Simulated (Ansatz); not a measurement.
Runs of Ansatz 0.2.0 on CO2. Symmetry: Cmce, No. 64, orthorhombic system. The conventional cell has a = 5.272 Å, b = 4.775 Å, c = 6.587 Å, α = 90.00°, β = 90.00°, γ = 90.00°. Around O (site symmetry m) lie 1 C at 1.17 Å. Around C (site symmetry 2/m) lie 2 O at 1.17 Å. The cell comes from a database or a generator and needn't be the stable form of this composition.

| level | cutoff (eV) | gap on the mesh (eV) | pressure (GPa) | relaxed volume (Å³/atom) |
| --- | --- | --- | --- | --- |
| PBE | 420 | 6.48 | 0.0 | 19.06 |
| r2SCAN | 500 | 7.27 | 0.0 | 14.64 |
| PBEsol | 420 | (a) | 0.0 | (b) |
| LDA | 420 | 6.48 | 0.0 | 12.34 |

Alike in all rows: task relaxation of cell and atoms; potentials or basis Ansatz PAW; no spin polarisation; cell relaxed; k mesh 8 × 8 × 4; smearing fermi-dirac 0.05 eV.

Question: Estimate the missing entries.

Answer: (a) 6.52; (b) 16.94.

Caveats: the plane-wave basis is chosen anew once the cell has moved, so the energies of steps on either side of that aren't comparable; the PAW data sets come from PBE, with cores solved anew for the run's functional, which leaves a small shift of forces and pressure (some runs); the volume moved by over 15 % at a fixed basis, so the end points are rough (some runs).

A k mesh can miss the band edges.
